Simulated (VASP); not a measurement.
Set up this calculation in VASP 6.6.1, as the native input.

| Item | Value |
| --- | --- |
| Task | single point |
| Functional | PBE |
| Potentials or basis | VASP PAW PBE potentials, release 64 (Ni) |
| Cutoff | 520 eV |
| k mesh | 13 × 13 × 13 |
| Occupations | fermi-dirac, width 0.05 eV |
| Spin | collinear spin, typed start |
| Starting moments | [1.0] μB |
| Dipole correction | no |
| Further INCAR settings | ALGO = Normal; EDIFF = 1e-07; NBANDS = 15 |

The structure of Ni lies in POSCAR:

```
Ni
1.0
   -1.3837154700      1.3837154700      1.3837154700
    1.3837154700     -1.3837154700      1.3837154700
    1.3837154700      1.3837154700     -1.3837154700
Ni
1
Direct
    0.0000000000      0.0000000000      0.0000000000
```

This isn't the form of Ni at room conditions, which is fcc.

The input as run:

INCAR

```
SYSTEM = Ni
ALGO = Normal ; EDIFF = 1E-7
ENCUT = 520 ; GGA = PE
ISIF = 2 ; ISMEAR = -1
ISPIN = 2 ; LASPH = .True.
LCHARG = .True. ; LELF = .True.
LMAXMIX = 4 ; LORBIT = 11
LREAL = .False. ; LVHAR = .True.
LWAVE = .False. ; MAGMOM = 1
NBANDS = 15 ; NELM = 150
PREC = Accurate ; SIGMA = 0.05
```

KPOINTS

```
k-points
0
Gamma
  13 13 13
  0 0 0
```

Potentials or basis: VASP PAW PBE potentials, release 64 (Ni).

Command:

```bash
$ cat potpaw_PBE.64/Ni/POTCAR > POTCAR
$ mpirun -np 1 vasp_std > vasp.out
```

It gave:

The pressure is 7.6 GPa, the band gap on the k mesh is none (metal or under the smearing width) and the net moment is 0.58 μB per cell. The site moments are Ni +0.58 μB. The valence electrons inside the program's atomic spheres are Ni 9.36.

It took 14 s on 1 thread of Intel(R) Xeon(R) 6975P-C (Granite Rapids), on a shared host, peak memory 0.13 GiB.
